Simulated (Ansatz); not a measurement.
Ge:

```
Ge
1.0
     1.39715   -2.60052    0.00000
     1.39715    2.60052    0.00000
     0.00000    0.00000    2.69823
Ge
1
Direct
  0.50000 0.50000 0.00000
```

This isn't the form of Ge at room conditions, which is diamond.

Base run:

```yaml
Program: Ansatz 0.2.0
Functional: PBEsol
Potentials_or_basis: Ansatz PAW
Cutoff: "420 eV (not typed: the program's choice for these potentials)"
k_mesh: 11 × 11 × 10
Occupations: fermi-dirac, width 0.05 eV
Spin: no spin polarisation
```

Its results: band gap on the k mesh none (metal or under the smearing width); pressure -4.1 GPa.

Problem. After a change of settings the same cell gave: band gap on the k mesh none (metal or under the smearing width); pressure -5.6 GPa. Which change was it?
A. functional from PBEsol to r2SCAN; cutoff from 420 eV (not typed: the program's choice for these potentials) to 500 eV (not typed: the program's choice for these potentials); k mesh from 11 × 11 × 10 to 6 × 6 × 6
B. functional from PBEsol to PBE0; k mesh from 11 × 11 × 10 to 6 × 6 × 6
C. functional from PBEsol to HSE06; k mesh from 11 × 11 × 10 to 6 × 6 × 6
D. functional from PBEsol to LDA

Solution. D.

LDA binds more tightly than PBEsol, so the same cell stands under less pressure.

Caveats: the PAW data sets come from PBE, with cores solved anew for the run's functional, which leaves a small shift of forces and pressure.

Runs at the PBE level aren't shown here.
